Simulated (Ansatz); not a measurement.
The first iterations of a band of a periodic cell of 17 atoms, Al (surface Al(100), adsorbate Al).

Theory: DFT PBE, scalar-relativistic, plane waves, PAW in Ansatz. Settings: PAW set soft_1, cutoff 420 eV, k mesh 3x3x1, gaussian smearing 0.15 eV, no spin polarisation.

| Quantity | Value |
| --- | --- |
| movable images | 5 |
| climbing image | yes |
| spring | 5.0 eV/Å² |
| optimiser | quadratic models (default) |
| start path | straight line |
| force threshold | 0.03 eV/Å |
| iteration limit | 35 |
| end points | relaxed |
| atoms held | 1 to 4 |

Initial state:

```xyz
17
Lattice="5.7276 0.0000 0.0000 0.0000 5.7276 0.0000 0.0000 0.0000 19.0750" Properties=species:S:1:pos:R:3
Al 1.432 1.432 1.000
Al 4.296 1.432 1.000
Al 1.432 4.296 1.000
Al 4.296 4.296 1.000
Al 0.039 -0.008 3.036
Al 2.904 0.002 3.051
Al 0.038 2.870 3.036
Al 2.904 2.860 3.052
Al 1.749 1.428 5.230
Al 4.602 1.428 5.156
Al 1.814 4.292 5.344
Al 4.683 4.292 5.248
Al 0.381 0.039 7.273
Al 3.329 0.042 7.265
Al 0.381 2.815 7.273
Al 3.329 2.812 7.265
Al 1.885 4.290 9.000
```

Final state:

Only the atoms that move by more than 0.05 Å are listed.
```
Al9 1.739 1.428 5.156
Al10 4.613 1.428 5.230
Al11 1.819 4.292 5.248
Al12 4.677 4.292 5.344
Al13 0.465 0.042 7.265
Al14 3.245 0.039 7.273
Al15 0.466 2.812 7.265
Al16 3.245 2.815 7.273
Al17 4.749 4.290 9.000
```

| iteration | highest image above the first end (eV) | largest band force component (eV/Å) |
| --- | --- | --- |
| 1 | 1.388 | 3.674 |
| 2 | 0.796 | 1.549 |
| 3 | 0.584 | 0.607 |

**Question.** Does the band converge within its limit, and where does its top end?

**Answer.** The forces met the threshold. It ended after 11 iterations with the highest image 0.559 eV above the first end. By the program's own check the climbing image is of a kind that is not told: the force calls were inconclusive, a negative curvature could not be distinguished from the path's own, the only one lies far off the path, or fixed occupations may fill a level only in part (lowest curvatures found: -0.94 and -0.01 eV/Å²). Limits of this set-up: coarse k mesh, thin slab, slab without dipole correction.

Run time: 18 min on 1 thread of Arm Neoverse V1, with other jobs on the host, peak memory 0.96 GiB.
